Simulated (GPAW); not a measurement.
Runs of GPAW 26.7.0 on LiCl. Symmetry: Fm-3m, No. 225, cubic system. The conventional cell has a = 5.130 Å, b = 5.130 Å, c = 5.130 Å, α = 90.00°, β = 90.00°, γ = 90.00°. Around Cl (site symmetry m-3m) lie 6 Li at 2.56 Å. Around Li (site symmetry m-3m) lie 6 Cl at 2.56 Å. 

| task | level | potentials or basis | cell | optimizer | fmax | max steps | convergence | target pressure | gap on the mesh (eV) | pressure (GPa) |
| --- | --- | --- | --- | --- | --- | --- | --- | --- | --- | --- |
| relaxation of cell and atoms | PBEsol+D3(BJ) | PAW data sets generated in the run's folder for this functional, pw | relaxed | BFGS | 0.05 eV/Å | 40 | density=1e-05 forces=0.0001 | - | 6.68 | 0.4 |
| relaxation of cell and atoms | PBEsol+D4 | PAW data sets generated in the run's folder for this functional, pw | relaxed to -2 GPa | BFGS | 0.01 eV/Å | 40 | density=1e-05 forces=0.0001 | -2 GPa | (a) | -2.0 |
| band structure | r2SCAN | GPAW PAW data sets (gpaw-data 1.2.1), pw | as given | - | - | - | - | - | (b) | 0.0 |
| relaxation of cell and atoms | RPBE+D3(BJ) | the program's PAW data sets (release 1.2.1) made for this functional, pw | relaxed to 5 GPa | FIRE | 0.01 eV/Å | 40 | density=1e-05 forces=0.0001 | 5 GPa | 7.21 | 4.9 |

Alike in all rows: no spin polarisation; k mesh 9 × 9 × 9; cutoff (eV) 800; smearing fermi-dirac 0.05 eV.

Fill in the values left out.

(a) 6.08; (b) 7.23.

Caveats: later steps reuse the first step's grids (some runs); an odd mesh through Γ misses points on the zone boundary, where band edges often lie (some runs); the PAW data sets were made with another functional, which shifts forces and pressure a little (some runs).

Runs at the PBE level aren't shown here.
